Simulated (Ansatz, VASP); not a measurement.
This is a calculation of CdTe for VASP 6.6.1. 

The input INCAR:

```
PREC = Accurate
ENCUT = 520
EDIFF = 1E-6
ISMEAR = 0
SIGMA = 0.1
LREAL = F
LASPH = T
NELM = 80
ALGO = Normal
ISIF = 2
LWAVE = F
LCHARG = T
GGA = PS
LELF = T
LVHAR = T
NBANDS = 16
```

Contents of KPOINTS:

```
Automatic mesh
0
Gamma
  7 7 7
```

POSCAR

```
CdTe
1.0
    0.0000000000      3.2050000000      3.2050000000
    3.2050000000      0.0000000000      3.2050000000
    3.2050000000      3.2050000000      0.0000000000
Te Cd
1 1
Cartesian
    4.8075000000      4.8075000000      4.8075000000
    0.0000000000      0.0000000000      0.0000000000
```

Potentials or basis: VASP PAW PBE potentials, release 54 (Te, Cd).

The run is started by

```console
$ cat potpaw_PBE.54/Te/POTCAR potpaw_PBE.54/Cd/POTCAR > POTCAR
$ mpirun -np 1 vasp_std > vasp.out
```

Problem. Set up the same calculation for Ansatz 0.2.0. Potentials or basis there: all-electron LAPW, scalar-relativistic.

Solution. As run (cutoffs and basis follow the program's own potentials, and thresholds, step limits or extra output files can differ):

The input input.yaml:

```yaml
crystal:
  lattice:
    - [0.0, 3.205, 3.205]
    - [3.205, 0.0, 3.205]
    - [3.205, 3.205, 0.0]
  atoms:
    - { symbol: Te, position: [0.75, 0.75, 0.75] }
    - { symbol: Cd, position: [0.0, 0.0, 0.0] }
kpoints:
  mp_grid: { grid: [7, 7, 7] }
scf:
  occupations: { method: gaussian, width: 0.1 }
hamiltonian:
  xc: pbesol
  pseudopotentials: { kind: all_electron, lapw: { basis_error: 0.001 } }
output:
  forces: true
  stress: true
  eigenvalues: true
```

Potentials or basis: all-electron LAPW, scalar-relativistic.

Run with:

```bash
$ ansatz run input.yaml --threads 1 --pin off --max-ram 3072MiB --backend cpu --events-out ev --progress --plain --runs-dir out
```

Both were run:

|  | VASP | Ansatz |
| --- | --- | --- |
| Pressure | 1.9 GPa | 1.7 GPa |

VASP's potentials were made for PBE.

Where Ansatz's input types no cutoff or centring, it takes its own default and a Γ-centred mesh.

Pressure is positive in compression.
